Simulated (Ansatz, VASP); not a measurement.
ZnS: VASP beside Ansatz

File INCAR:

```
SYSTEM = ZnS
PREC = Accurate
ENCUT = 600
EDIFF = 1E-6
ISMEAR = 0
SIGMA = 0.02
LREAL = .FALSE.
LASPH = .TRUE.
NELM = 80
ALGO = Normal
ISIF = 3
LWAVE = .FALSE.
LCHARG = .FALSE.
GGA = PS
IBRION = 2
NSW = 100
EDIFFG = -0.005
```

Contents of KPOINTS:

```
regular mesh
0
G
  10 10 10
  0 0 0
```

The input POSCAR:

```
ZnS
1.0
    0.0000000000      2.7020000000      2.7020000000
    2.7020000000      0.0000000000      2.7020000000
    2.7020000000      2.7020000000      0.0000000000
Zn S
1 1
Direct
    0.0000000000      0.0000000000      0.0000000000
    0.2500000000      0.2500000000      0.2500000000
```

Input for Ansatz:

```yaml
crystal:
  lattice:
    - [0.0, 2.702, 2.702]
    - [2.702, 0.0, 2.702]
    - [2.702, 2.702, 0.0]
  atoms:
    - { symbol: Zn, position: [0.0, 0.0, 0.0] }
    - { symbol: S, position: [0.25, 0.25, 0.25] }
basis:
  ecutwfc: 420
kpoints:
  mp_grid: { grid: [10, 10, 10] }
hamiltonian:
  xc: pbesol
scf:
  occupations: { method: gaussian, width: 0.02 }
output:
  forces: true
  stress: true
  eigenvalues: true
  write_density: true
  write_potential: true
  elf: true
  volumetric_format: npy
relax:
  adjacent_minimum: "off"
  f_tol: 0.005
  max_steps: 80
  cell: { stress_tol: 0.05 }
```

The cell was built by a generator and needn't be a form met in nature.

Alike in both runs: task relaxation of cell and atoms; functional PBEsol; k mesh 10 × 10 × 10; occupations gaussian, width 0.02 eV; no spin polarisation.

```csv
,VASP,Ansatz
version,VASP 6.6.1,Ansatz 0.2.0
potentials or method,"VASP PAW PBE potentials, release 64 (Zn, S)","scalar-relativistic, plane waves, PAW"
plane-wave cutoff (eV),600,420
valence electrons in the cell,18,18
```

|  | VASP | Ansatz | Ansatz less VASP |
| --- | --- | --- | --- |
| gap on the k mesh at the Fermi level, each at its own relaxed structure (eV) | 2.08 | 2.09 | +0.005 |
| relaxed volume (Å³/atom) | 19.26 | 19.20 | -0.055 |
| relaxed cell length with the largest relative difference (Å) | 3.791 | 3.787 | -0.0036 |
| energy change over the relaxation (meV/atom) | -3 | -3 | -0.6 |

Caveats: the PAW data sets were made with another functional, which shifts forces and pressure a little (VASP). A hybrid or GW would open this gap; PBEsol tends to underestimate it.
